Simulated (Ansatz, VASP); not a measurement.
# Ir: VASP beside Ansatz

```
Ir
1.0
     2.75138    0.00000    0.00000
    -1.37569    2.38276    0.00000
     0.00000    0.00000    4.46229
Ir
2
Cartesian
  0.0000 1.5885 1.1156
  1.3757 0.7943 3.3467
```

Alike in both runs: functional PBEsol; k mesh 8 × 8 × 4; occupations fermi-dirac, width 0.05 eV; no spin polarisation.

|  | VASP | Ansatz |
| --- | --- | --- |
| version | VASP 6.6.1 | Ansatz 0.2.0 |
| potentials or method | VASP PAW PBE potentials, release 64 (Ir), cutoff 520 eV | all-electron LAPW, scalar-relativistic |
| task | single point | band structure |

```csv
,VASP,Ansatz,Ansatz less VASP
gap on the k mesh at the Fermi level (eV),none,none,-
pressure (GPa),-11.3,-12.1,-0.78
largest component of the traceless stress (GPa),2.66,2.74,+0.082
```

A gap of «none» marks a metal or a gap that the smearing closes. Ansatz ran all-electron here, so the differences hold the error of VASP's frozen core and of both bases.

Caveats: the PAW data sets were made with another functional, which shifts forces and pressure a little (VASP); the k mesh is thin for a metal, which can move the energy by tens of meV per atom (Ansatz); spin-orbit coupling is left out, which moves the levels of the heavy elements (Ansatz). The runs have no spin-orbit coupling, so splittings on Ir are missing.
